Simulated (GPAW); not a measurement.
The system is CoO.

```xyz
2
Lattice="2.5705 0.0000 0.0000 0.0000 2.5705 0.0000 0.0000 0.0000 2.5705" Properties=species:S:1:pos:R:3 pbc="T T T"
Co    0.0000    0.0000    0.0000
O     1.2853    1.2853    1.2853
```

Measurements of this composition are mostly on another form, of space group No. 225.

Base run:

```yaml
Program: GPAW 26.7.0
Functional: PBE
Potentials_or_basis: GPAW PAW data sets (gpaw-data 1.2.1)
Cutoff: 600 eV
Basis: pw
k_mesh: 7 × 7 × 7
Occupations: gaussian, width 0.05 eV
Spin: collinear spin, ferromagnetic start
Starting_moments: "[3.0, 0.0] μB"
Hubbard_terms: Co d U = 2 eV
```

Its results: band gap on the k mesh 1.31 eV, direct; pressure 15.7 GPa; net moment 3.00 μB per cell; site moments Co +2.58; O +0.25 μB.

Question: The run is repeated on the same cell with these changes: hubbard terms from Co d U = 2 eV to Co d U = 9 eV. What comes out?

Answer: Band gap on the k mesh 1.95 eV, indirect (least direct gap 3.07 eV); pressure 23.3 GPa; net moment 3.00 μB per cell; site moments Co +2.76; O +0.12 μB.

Caveats: the cutoff is short for stress and forces, so pressures can be off by a GPa or more; an odd mesh through Γ misses points on the zone boundary, where band edges often lie; a cell with one magnetic atom can't hold antiferromagnetic order, which such compounds often take.
